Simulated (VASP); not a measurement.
The system is Nb.

```
Nb
1.0
     2.71964    0.00000    0.00000
     0.00000    2.71964    0.00000
     0.00000    0.00000    2.71964
Nb
1
Direct
  0.50000 0.50000 0.50000
```

The cell was built by a generator and needn't be a form met in nature.

```yaml
Program: VASP 6.6.1
Task: relaxation of cell and atoms
Functional: LDA
Potentials_or_basis: VASP PAW LDA potentials, release 64 (Nb_sv)
Cutoff: 600 eV
k_mesh: 7 × 7 × 7
Occupations: fermi-dirac, width 0.05 eV
Spin: no spin polarisation
```

At the start: pressure -8.3 GPa; volume 20.12 Å³/atom.

Problem. Where does the relaxation end?

Solution. Over 12 steps the energy falls by 32.5 meV/atom and the volume is 18.91 Å³/atom (-6.0 %); space group Pm-3m (No. 221, to 0.05 Å).

The path:
```tsv
step	energy change (eV)	largest force (eV/Å)	pressure (GPa)	volume (Å³)
1	0.0000	0.0000	-8.28	20.12
2	0.0515	0.0000	17.25	17.24
3	-0.0324	0.0000	0.18	18.95
4	-0.0324	0.0000	-0.42	18.98
5	-0.0324	0.0000	-0.50	18.97
6	-0.0324	0.0000	-0.35	18.95
7	-0.0324	0.0000	-0.36	18.95
8	-0.0324	0.0000	-0.37	18.95
9	-0.0324	0.0000	-0.28	18.95
10	-0.0325	0.0000	-0.29	18.94
11	-0.0325	0.0000	-0.17	18.93
12	-0.0325	0.0000	0.00	18.91
```

Final structure:
```yaml
crystal:
  lattice:
    - [2.66397, 0.00000, 0.00000]
    - [0.00000, 2.66397, 0.00000]
    - [0.00000, 0.00000, 2.66397]
  atoms:
    - { symbol: Nb, position: [0.50000, 0.50000, 0.50000] }
```
